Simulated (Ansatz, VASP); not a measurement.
# AlGaAs2 in two plane-wave programs

One calculation is typed for both programs; each brings its own data sets. How far apart do they land? The cell is taken from a series of runs on this material, whose earlier steps may have relaxed, scaled, displaced or heated it; both programs get it as it stands.

Main program and level: Ansatz 0.2.0; plane waves, with VASP 6.6.1 beside it; single point at HSE06.

### 1. Starting point

The cell holds 12 atoms: 3 Ga, 6 As and 3 Al. Its edges and angles: a = 4.012 Å, b = 4.012 Å, c = 16.964 Å, α = 90.0°, β = 90.0°, γ = 90.0°. It derives from GaAs. The structure's axis is c.

As a file:

```xyz
12
Lattice="4.0119 0.0000 0.0000 0.0000 4.0119 0.0000 0.0000 0.0000 16.9638" Properties=species:S:1:pos:R:3 pbc="T T T"
Ga    0.0000    0.0000    0.7108
Ga    2.0059    2.0060    3.5297
Ga    0.0000    0.0000    6.3486
As    2.0059    0.0000    2.1207
As    0.0000    2.0060    4.9388
As    2.0059    0.0000    7.7631
As    0.0000    2.0060   10.5936
As    2.0059    0.0000   13.4295
As    0.0000    2.0060   16.2600
Al    2.0059    2.0060    9.1763
Al    0.0000    0.0000   12.0116
Al    2.0059    2.0060   14.8468
```

### 2. VASP: single point, HSE06

A single point gives forces, pressure and levels at one fixed geometry, so differences don't come from the geometry; what else differs is listed under the comparison.

Lines of VASP's logs that name or quote its potential files are left out, and so is its time.

The run reads the wave functions of an earlier VASP run, which isn't shown here.

INCAR

```
SYSTEM = AlGaAs2
PREC = Accurate
ENCUT = 400
EDIFF = 1E-06
NELM = 100
ISMEAR = 0
SIGMA = 0.01
LREAL = .FALSE.
ALGO = Normal
LHFCALC = .TRUE.
AEXX = 0.25
GGA = PE
HFSCREEN = 0.208
LASPH = .TRUE.
NBANDS = 51
PRECFOCK = Fast
LORBIT = 11
LWAVE = .FALSE.
LCHARG = .FALSE.
KPAR = 4
NCORE = 4
ISIF = 2
SYMPREC = 1E-04
```

POSCAR

```
AlGaAs2
1.0
    4.0118683384      0.0000000000      0.0000000000
    0.0000000000      4.0119111164      0.0000000000
    0.0000000000      0.0000000000     16.9637748046
Ga As Al
3 6 3
Direct
    0.0000000000      0.0000000000      0.0419003233
    0.5000000000      0.5000000000      0.2080744508
    0.0000000000      0.0000000000      0.3742439539
    0.5000000000      0.0000000000      0.1250116697
    0.0000000000      0.5000000000      0.2911371925
    0.5000000000      0.0000000000      0.4576296887
    0.0000000000      0.5000000000      0.6244841779
    0.5000000000      0.0000000000      0.7916585459
    0.0000000000      0.5000000000      0.9585108917
    0.5000000000      0.5000000000      0.5409360475
    0.0000000000      0.0000000000      0.7080708943
    0.5000000000      0.5000000000      0.8752045984
```

KPOINTS

```
Automatic mesh
0
Gamma
4 4 2
0 0 0
```

Potentials, in the order of the species: Ga_d, As and Al (PBE family, release 64).

Run with:

```
$ mpirun -np 16 vasp_std
```

Numbers of over 12 decimals in the logs are rounded to 6 here.

The program printed:

```text
[banner, memory and clock lines left out]
running   16 mpi-ranks, on    1 nodes
 distrk:  each k-point on    4 cores,    4 groups
 distr:  one band on    4 cores,    1 groups

 POSCAR found type information on POSCAR GaAsAl
 POSCAR found :  3 types and      12 ions
 LDA part: xc-table for (Slater+PW92), standard interpolation
 found WAVECAR, reading the header
 POSCAR, INCAR and KPOINTS ok, starting setup
 FFT: planning ... GRIDC
 FFT: planning ... GRID_SOFT
 FFT: planning ... GRID
 reading WAVECAR
 the WAVECAR file was read successfully
 initial charge from wavefunction
 entering main loop
       N       E                     dE             d eps       ncg     rms          rms(c)
DAV:   1    -0.622341196036E+02   -0.62234E+02   -0.43756E+00  1890   0.181E+01    0.143E+01
DAV:   2    -0.622602718838E+02   -0.26152E-01   -0.39476E-01  1556   0.452E+00    0.101E+01
DAV:   3    -0.622538503497E+02    0.64215E-02   -0.41672E-02  1896   0.139E+00    0.681E+00
DAV:   4    -0.622511440218E+02    0.27063E-02   -0.41651E-03  1478   0.421E-01    0.410E+00
DAV:   5    -0.622502189393E+02    0.92508E-03   -0.70252E-04  1626   0.126E-01    0.245E+00
DAV:   6    -0.622499285687E+02    0.29037E-03   -0.17053E-04  1479   0.611E-02    0.144E+00
DAV:   7    -0.622498297293E+02    0.98839E-04   -0.39422E-05  1524   0.325E-02    0.835E-01
DAV:   8    -0.622497969738E+02    0.32756E-04   -0.12618E-05  1487   0.186E-02    0.475E-01
DAV:   9    -0.622497863733E+02    0.10600E-04   -0.45780E-06  1348   0.113E-02    0.269E-01
DAV:  10    -0.622497835404E+02    0.28329E-05   -0.14201E-06   975   0.774E-03    0.156E-01
DAV:  11    -0.622497828342E+02    0.70621E-06   -0.81021E-07   847   0.631E-03
   1 F= -.62249783E+02 E0= -.62249783E+02  d E =-.144913E-16
```

Parts of OUTCAR (step 2):

```text
ion  position               nearest neighbor table
   1  0.000  0.000  0.042-   4 2.45   4 2.45   9 2.45   9 2.45
   2  0.500  0.500  0.208-   5 2.45   5 2.45   4 2.45   4 2.45
   3  0.000  0.000  0.374-   5 2.45   5 2.45   6 2.45   6 2.45
   4  0.500  0.000  0.125-   2 2.45   2 2.45   1 2.45   1 2.45
   5  0.000  0.500  0.291-   2 2.45   2 2.45   3 2.45   3 2.45
   6  0.500  0.000  0.458-  10 2.45  10 2.45   3 2.45   3 2.45
   7  0.000  0.500  0.624-  10 2.46  10 2.46  11 2.46  11 2.46
   8  0.500  0.000  0.792-  12 2.46  12 2.46  11 2.46  11 2.46
   9  0.000  0.500  0.959-  12 2.45  12 2.45   1 2.45   1 2.45
  10  0.500  0.500  0.541-   6 2.45   6 2.45   7 2.46   7 2.46
  11  0.000  0.000  0.708-   8 2.46   8 2.46   7 2.46   7 2.46
  12  0.500  0.500  0.875-   9 2.45   9 2.45   8 2.46   8 2.46

  LATTYP: Found a simple tetragonal cell.
 ALAT       =     4.0118683384
 C/A-ratio  =     4.2283976875

 Subroutine GETGRP returns: Found  8 space group operations
 (whereof  4 operations were pure point group operations)

The static configuration has the point symmetry C_2v.
 The point group associated with its full space group is D_2d.

 Found     12 irreducible k-points:

   k-points           NKPTS =     12   k-points in BZ     NKDIM =     32   number of bands    NBANDS=     51

   dimension x,y,z NGX =    28 NGY =   28 NGZ =  112
   dimension x,y,z NGXF=    56 NGYF=   56 NGZF=  224

   ENCUT  =  400.0 eV  29.40 Ry    5.42 a.u.   6.54  6.54 27.66*2*pi/ulx,y,z

   NELECT =      78.0000    total number of electrons

 k-points in reciprocal lattice and weights: Automatic mesh
   0.00000000  0.00000000  0.00000000       0.031
   0.25000000  0.00000000  0.00000000       0.125
   0.50000000  0.00000000  0.00000000       0.062
   0.25000000  0.25000000  0.00000000       0.125
   0.50000000  0.25000000  0.00000000       0.125
   0.50000000  0.50000000  0.00000000       0.031
   0.00000000  0.00000000  0.50000000       0.031
   0.25000000  0.00000000  0.50000000       0.125
   0.50000000  0.00000000  0.50000000       0.062
   0.25000000  0.25000000  0.50000000       0.125
   0.50000000  0.25000000  0.50000000       0.125
   0.50000000  0.50000000  0.50000000       0.031

  exchange ACFDT corr.  =         0.00000000  see jH, gK, PRB 81, 115126

 average (electrostatic) potential at core
       1 -59.2688       2 -59.2444       3 -59.2686       4 -46.4173       5 -46.4174
       6 -46.2514       7 -46.1082       8 -46.1088       9 -46.2520      10 -72.5417
      11 -72.5862      12 -72.5428

 E-fermi :   3.5124

 k-point     1 :       0.0000    0.0000    0.0000
  band No.  band energies     occupation
    ...
     35       2.4637      2.00000
     36       2.4637      2.00000
     37       3.4417      2.00000
     38       3.4417      2.00000
     39       3.4575      2.00000
     40       5.4539      0.00000
     41       5.4653      0.00000
     42       5.8505      0.00000
     43       5.9284      0.00000
     44       6.1530      0.00000
    ...

 k-point     2 :       0.2500    0.0000    0.0000
  band No.  band energies     occupation
    ...
     35       2.5179      2.00000
     36       2.5581      2.00000
     37       2.7262      2.00000
     38       2.7431      2.00000
     39       3.1991      2.00000
     40       6.1536      0.00000
     41       6.2149      0.00000
     42       6.2438      0.00000
     43       6.7122      0.00000
     44       6.8106      0.00000
    ...

 k-point     3 :       0.5000    0.0000    0.0000
  band No.  band energies     occupation
    ...
     35       2.2170      2.00000
     36       2.2617      2.00000
     37       2.3546      2.00000
     38       2.3798      2.00000
     39       2.3898      2.00000
     40       6.0034      0.00000
     41       6.2178      0.00000
     42       6.3249      0.00000
     43       6.6339      0.00000
     44       7.3111      0.00000
    ...

  Total        1.0602784      1.0603010     -0.0996775      0.0000000      0.0000000      0.0000000
  in kB        6.2217136      6.2218463     -0.5849076      0.0000000      0.0000000      0.0000000
  external PRESSURE =       3.9528841 kB  Pullay stress =       0.0000000 kB

  energy-cutoff  :      400.00
  volume of cell :      273.04
      direct lattice vectors                 reciprocal lattice vectors
     4.011868338  0.000000000  0.000000000     0.249260423  0.000000000  0.000000000
     0.000000000  4.011911116  0.000000000     0.000000000  0.249257765  0.000000000
     0.000000000  0.000000000 16.963774805     0.000000000  0.000000000  0.058949144

 POSITION                                       TOTAL-FORCE (eV/Angst)
 -----------------------------------------------------------------------------------
      0.00000      0.00000      0.71079         0.000000      0.000000      0.002820
      2.00593      2.00596      3.52973         0.000000      0.000000      0.000000
      0.00000      0.00000      6.34859         0.000000      0.000000     -0.002820
      2.00593      0.00000      2.12067         0.000000      0.000000     -0.002316
      0.00000      2.00596      4.93879         0.000000      0.000000      0.002316
      2.00593      0.00000      7.76313         0.000000      0.000000      0.070335
      0.00000      2.00596     10.59361         0.000000      0.000000      0.000894
      2.00593      0.00000     13.42952         0.000000      0.000000     -0.000894
      0.00000      2.00596     16.25996         0.000000      0.000000     -0.070335
      2.00593      2.00596      9.17632         0.000000      0.000000     -0.003217
      0.00000      0.00000     12.01156         0.000000      0.000000     -0.000000
      2.00593      2.00596     14.84677         0.000000      0.000000      0.003217
 -----------------------------------------------------------------------------------
    total drift:                                0.000004      0.000016     -0.000858

  FREE ENERGIE OF THE ION-ELECTRON SYSTEM (eV)
  ---------------------------------------------------
  free  energy   TOTEN  =       -62.2497828342 eV

  energy  without entropy=      -62.2497828342  energy(sigma->0) =      -62.24978283

 total charge
# of ion       s       p       d       tot
------------------------------------------
    1        0.835   0.793  10.010  11.638
    2        0.837   0.799  10.010  11.646
    3        0.835   0.793  10.010  11.638
    4        1.216   1.650   0.031   2.897
    5        1.216   1.650   0.031   2.897
    6        1.210   1.689   0.028   2.927
    7        1.205   1.727   0.025   2.957
    8        1.205   1.727   0.025   2.957
    9        1.210   1.689   0.028   2.927
   10        0.457   0.384   0.000   0.841
   11        0.456   0.382   0.000   0.838
   12        0.457   0.384   0.000   0.841
--------------------------------------------------
tot         11.139  13.667  30.198  55.004

[... 3 further parts left out ...]
```

The gap is read on the k-mesh alone, so it is an upper bound where the band edges lie off the mesh. The PAW data sets were made with PBE, which is usual practice but a small mismatch for other functionals.

[end of part 1 of 2]

[Lines on the potential files, build, host, timing and source positions are cut from VASP's logs without a mark.]

[Logs are printed without paths, hosts, clocks, repeated set-up lines and the standing remarks that a program may print on its own settings, such as how far it seeks lower states.]

[Hosts, paths, dates, database ids (printed as entryN), source tags and the programs' standing remarks are cut or masked in the printed files.]
